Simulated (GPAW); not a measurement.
The system is Ag2O.

```xyz
6
Lattice="4.7180 0.0000 0.0000 0.0000 4.7180 0.0000 0.0000 0.0000 4.7180" Properties=species:S:1:pos:R:3 pbc="T T T"
Ag    3.5385    1.1795    3.5385
Ag    3.5385    3.5385    1.1795
Ag    1.1795    3.5385    3.5385
Ag    1.1795    1.1795    1.1795
O     2.3590    2.3590    2.3590
O     0.0000    0.0000    0.0000
```

- Program: GPAW 26.7.0
- Task: relaxation of cell and atoms
- Functional: RPBE
- Potentials or basis: the program's PAW data sets (release 1.2.1) made for this functional
- Cutoff: 800 eV
- Basis: pw
- k mesh: 5 × 5 × 5
- Occupations: fermi-dirac, width 0.05 eV
- Spin: no spin polarisation

At the start: pressure 8.9 GPa; volume 17.50 Å³/atom.

Task: Where does the relaxation end?

Result: Over 4 steps the energy falls by 52.6 meV/atom and the volume is 19.57 Å³/atom (+11.8 %); space group Pn-3m (No. 224, to 0.05 Å).

The path:
```csv
step,energy change (eV),largest force (eV/Å),pressure (GPa),volume (Å³)
1,0.0000,0.0000,8.86,105.02
2,-0.0390,0.0000,8.17,105.75
3,-0.3095,0.0000,1.01,115.78
4,-0.3158,0.0000,0.15,117.42
```

Final structure:
```
CELL_PARAMETERS angstrom
4.89688 0.00000 0.00000
0.00000 4.89688 0.00000
0.00000 0.00000 4.89688
ATOMIC_POSITIONS crystal
Ag 0.75000 0.25000 0.75000
Ag 0.75000 0.75000 0.25000
Ag 0.25000 0.75000 0.75000
Ag 0.25000 0.25000 0.25000
O 0.50000 0.50000 0.50000
O 0.00000 0.00000 0.00000
```

Caveat: later steps reuse the first step's grids.
